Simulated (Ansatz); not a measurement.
Bulk crystal (SiO2) after relaxation:

```
Si O
1.0
    -2.51337    2.51337    3.68939
     2.51337   -2.51337    3.68939
     2.51337    2.51337   -3.68939
Si O
2 4
Direct
  0.00000 0.00000 0.00000
  0.75000 0.25000 0.50000
  0.96701 0.62500 0.84201
  0.37500 0.21701 0.34201
  0.78299 0.12500 0.15799
  0.87500 0.03299 0.65799
```

Miller indices refer to the conventional cell of I-42d (No. 122), a = 5.027 Å, b = 5.027 Å, c = 7.379 Å, α = 90.00°, β = 90.00°, γ = 90.00°. The bulk's gap is 5.73 eV.

The (001) slab of 12 planes, 10.1 Å thick with 15 Å of vacuum as cut; outer planes Si (top) and O (bottom).

Method: DFT PBE, scalar-relativistic, plane waves, PAW in Ansatz. Cutoff 420 eV; k points 5×5×1 on the computed 18-atom cell (Γ-centred); Gaussian smearing, width 0.05 eV; no spin polarisation. The cell repeats along c with a dipole correction in the vacuum.

With the atoms at the bulk's places:

| Quantity | Value |
| --- | --- |
| Surface energy (mean of both faces) | 3.27 J/m² |
| Gap of the slab on the mesh | 0.06 eV |
| Dipole of the slab along +c, per cell | 0.41 e·Å |

(1) What changes when all atoms relax within this surface cell and its symmetry?

The gap is read on a mesh, which can miss the band edges, so it can be too wide. Gaps are read on the k points sampled, so a band crossing between them can be missed.

## Answers

(1) The energy falls by 0.405 J/m² a face, and the largest move is 0.70 Å.

```
Surface energy (mean of both faces)   : 2.86 J/m²
Gap of the slab on the mesh           : 2.44 eV
Dipole of the slab along +c, per cell : 0.37 e·Å
```

| plane (bottom to top) | atoms | spacing to next, bulk (Å) | relaxed (Å) | change (%) |
| --- | --- | --- | --- | --- |
| 1 | O2 | 0.922 | 1.407 | +52.5 |
| 2 | Si | 0.922 | 0.952 | +3.2 |
| 3 | O2 | 0.922 | 0.912 | -1.1 |
| 4 | Si | 0.922 | 0.924 | +0.2 |
| 5 | O2 | 0.922 | 0.929 | +0.7 |
| 6 | Si | 0.922 | 0.926 | +0.4 |
| 7 | O2 | 0.922 | 0.926 | +0.4 |
| 8 | Si | 0.922 | 0.934 | +1.2 |
| 9 | O2 | 0.922 | 0.926 | +0.4 |
| 10 | Si | 0.922 | 0.941 | +2.1 |
| 11 | O2 | 0.922 | 1.032 | +11.9 |
| 12 | Si |  |  |  |

The reference crystal is a form of SiO2, which isn't its usual structure.